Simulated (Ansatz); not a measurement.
`S[CH2][GeH3]` + `CC[N](C)[InH2]` → `C[N]([GeH3])[InH2]` + `CCCS`  (formal exchange of groups at a Ge–C bond)

Calculated with Ansatz (gas phase, PBE0-D4/def2-TZVP geometries, no zero-point term in ΔE). CBS: MP2 limit from def2 TZ/QZ plus the TZ coupled-cluster correction, frozen cores. Functionals use def2-TZVPP. B3LYP here is the variant with VWN-RPA as its local correlation; programs differ in this. Elements past krypton have def2 core potentials. For Ge, In outer-core shells are correlated without core-valence functions, which leaves a few kJ/mol of doubt a bond. Scalar relativity is left out up to krypton. One conformer a species, not always the lowest.

`S[CH2][GeH3]`:

```xyz
9

S    -1.887   -0.732   -0.497
C    -0.133   -0.925   -0.102
Ge    0.805    0.793    0.029
H    -2.191    0.136    0.482
H     0.290   -1.494   -0.931
H    -0.001   -1.518    0.805
H     2.271    0.579    0.453
H     0.094    1.652    1.090
H     0.753    1.507   -1.328
```

`CC[N](C)[InH2]`:

Cartesian coordinates in Å:
```
C 0.928 -1.698 -0.166
C 0.945 -0.287 0.375
N -0.232 0.482 0.064
C -0.154 1.814 0.608
In -1.860 -0.098 -0.991
H 0.850 -1.707 -1.257
H 0.087 -2.270 0.235
H 1.847 -2.219 0.107
H 1.839 0.233 -0.012
H 1.082 -0.325 1.469
H -1.050 2.390 0.369
H 0.713 2.366 0.213
H -0.049 1.801 1.705
H -1.958 -1.675 -1.640
H -2.989 1.192 -1.079
```

`C[N]([GeH3])[InH2]`:

Cartesian coordinates in Å:
```
C -0.173 -1.445 0.378
N 0.095 -0.045 0.097
Ge -1.027 0.724 -1.135
In 1.607 0.946 1.021
H -0.082 -2.073 -0.519
H 0.528 -1.842 1.118
H -1.184 -1.601 0.779
H -0.600 2.190 -1.307
H -2.492 0.643 -0.647
H -0.935 -0.026 -2.484
H 2.465 -0.057 2.115
H 1.797 2.587 0.585
```

`CCCS`:

Z-matrix (Å, degrees):
```
C
C 1 1.517
H 1 1.094 2 111.2
H 1 1.092 2 111.2 3 -120.5
H 1 1.092 2 111.1 3 119.9
C 2 1.519 1 113.9 3 56.5
H 2 1.097 1 109.5 3 -64.0
H 2 1.094 1 109.9 3 179.1
S 6 1.814 2 115.3 1 66.1
H 6 1.092 2 110.3 1 -176.7
H 6 1.093 2 111.2 1 -58.3
H 9 1.342 6 97.6 2 -72.0
```

```tsv
level	ΔE (kcal/mol)	difference from CCSD(T)/CBS
r2SCAN-D4	-11.2	0.7
PBE0-D4	-10.9	1.0
B3LYP-D4	-11.4	0.5
ωB97X-V	-11.9	0.0
B2PLYP	-12.3	-0.4
PBE	-10.0	1.9
PBE0	-10.9	1.0
B3LYP	-11.5	0.4
HF/def2-TZVPP	-14.6	-2.7
MP2/def2-TZVPP	-13.1	-1.2
CCSD(T)/def2-TZVPP	-12.3	-0.4
HF/def2-QZVPP	-14.6	-2.7
SCS-MP2/def2-QZVPP	-13.3	-1.4
HF/CBS(def2)	-14.6	-2.7
MP2/CBS(def2)	-12.7	-0.8
CCSD/CBS(def2)	-12.2	-0.3
CCSD(T)/CBS	-11.9	0
```

Largest T1 diagnostic among the species: 0.016.

In def2-TZVPP, CCSD(T) changes the Hartree–Fock value by +2.3 kcal/mol (the triples alone add +0.3 kcal/mol) and MP2 by +1.6 kcal/mol. From PBE to PBE0 (25 % exact exchange), in def2-TZVPP and without D4, ΔE moves by −0.9 kcal/mol.

CCSD(T)/CBS has its own doubt, a few kJ/mol and more with outer-core shells, so smaller differences from it don't rank the levels.
